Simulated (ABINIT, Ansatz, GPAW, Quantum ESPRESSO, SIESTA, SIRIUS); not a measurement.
One calculation of Ge, 6 ways

```
Ge
1.0
     1.48805   -2.59469    0.00000
     1.48805    2.59469    0.00000
     0.00000    0.00000    4.72760
Ge
2
Direct
  0.33345 0.66655 0.25000
  0.66655 0.33345 0.75000
```

This isn't the form of Ge at room conditions, which is diamond.

Alike in all runs: task single point; functional PBEsol; k mesh 10 × 10 × 6; occupations fermi-dirac, width 0.05 eV; no spin polarisation; no spin-orbit coupling. A missing gap at this level doesn't show that the real crystal is a metal. Pressure is positive in compression and, in plane waves, holds the error of the finite cutoff.

```tsv
program and potentials	plane-wave cutoff (eV)	notes	band gap (eV)	pressure (GPa)
Quantum ESPRESSO, GBRV 1.5 PBEsol	612	14 valence electrons an atom on average	no gap	0.25
SIESTA, files PseudoDojo sr-pbesol-0.4.1-standard, DZP (energy shift 0.003 Ry; two zetas on semicore shells)	-	atomic basis; 14 valence electrons an atom on average	no gap	1.95
ABINIT, PseudoDojo NC SR PBEsol v0.4.1 standard	1061	14 valence electrons an atom on average	no gap	0.52
GPAW, PAW data sets generated for this functional	600	4 valence electrons an atom on average	?	?
Ansatz, all-electron LAPW, scalar-relativistic	-	-	no gap	0.54
SIRIUS, PseudoDojo 0.4.1 PBEsol standard (scalar relativistic)	1078	14 valence electrons an atom on average	no gap	0.55
```

Task: Estimate from the other rows what the run with GPAW, PAW data sets generated for this functional gave.

Result: No band gap; pressure 0.18 GPa. The other rows, which needn't bracket it: pressure 0.25 to 1.95.
